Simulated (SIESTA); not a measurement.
Crystal: Ge.

```
CELL_PARAMETERS angstrom
0.00000 2.82891 2.82891
2.82891 0.00000 2.82891
2.82891 2.82891 0.00000
ATOMIC_POSITIONS crystal
Ge 0.76097 0.73326 0.75334
Ge 0.49345 0.48940 0.51015
```

The cell isn't the ideal one: atoms moved at random, drawn with an rms of 0.05 Å.

Base run:

```yaml
Program: SIESTA 5.4.2
Functional: PBEsol
Potentials_or_basis: PseudoDojo 0.4 standard (PBEsol files)
Basis: DZP (energy shift 0.003 Ry; two zetas on semicore shells)
Grid_cutoff: 800 Ry
Energy_shift: 0.003 Ry
k_mesh: 8 × 8 × 8
Occupations: fermi-dirac, width 0.05 eV
Spin: no spin polarisation
```

Its results: band gap on the k mesh none (metal or under the smearing width); pressure 1.9 GPa; largest force 0.728 eV/Å.

Task: The run is repeated on the same cell with these changes: functional from PBEsol to PBE; potentials or basis from PseudoDojo 0.4 standard (PBEsol files) to PseudoDojo 0.4 standard (PBE files). What comes out?

Result: Band gap on the k mesh none (metal or under the smearing width); pressure 5.3 GPa; largest force 0.754 eV/Å.

Caveats: the basis of atomic orbitals isn't converged, which shifts pressures, moduli and gaps.
